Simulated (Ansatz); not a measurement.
I:

```
I
1.0
     3.63503   -2.39502    0.00000
     3.63503    2.39502    0.00000
     0.00000    0.00000    9.79344
I
4
Direct
  0.64930 0.35070 0.38440
  0.14930 0.85070 0.11560
  0.35070 0.64930 0.61560
  0.85070 0.14930 0.88440
```

Base run:

```yaml
Program: Ansatz 0.2.0
Functional: PBEsol
Potentials_or_basis: Ansatz PAW
Cutoff: "420 eV (not typed: the program's choice for these potentials)"
k_mesh: 7 × 7 × 3
Occupations: fermi-dirac, width 0.05 eV
Spin: no spin polarisation
```

Its results: band gap on the k mesh 1.28 eV, indirect (least direct gap 1.36 eV); pressure 0.1 GPa; largest force 0.763 eV/Å.

Task: After a change of settings the same cell gave: band gap on the k mesh 1.37 eV, indirect (least direct gap 1.46 eV); pressure 3.2 GPa; largest force 0.846 eV/Å. Which change was it?
A. functional from PBEsol to PBE; occupations from fermi-dirac, width 0.05 eV to gaussian, width 0.011 eV
B. functional from PBEsol to PBE
C. k mesh from 7 × 7 × 3 to 5 × 5 × 3; spin from no spin polarisation to spin-orbit coupling, no magnetisation; potential files from those of the base run to others of the same set
D. functional from PBEsol to RPBE

Result: D.

RPBE binds less tightly than PBEsol, so the same cell stands under more pressure.

Caveats: spin-orbit coupling is left out, which moves the levels of the heavy elements; the PAW data sets come from PBE, with cores solved anew for the run's functional, which leaves a small shift of forces and pressure.
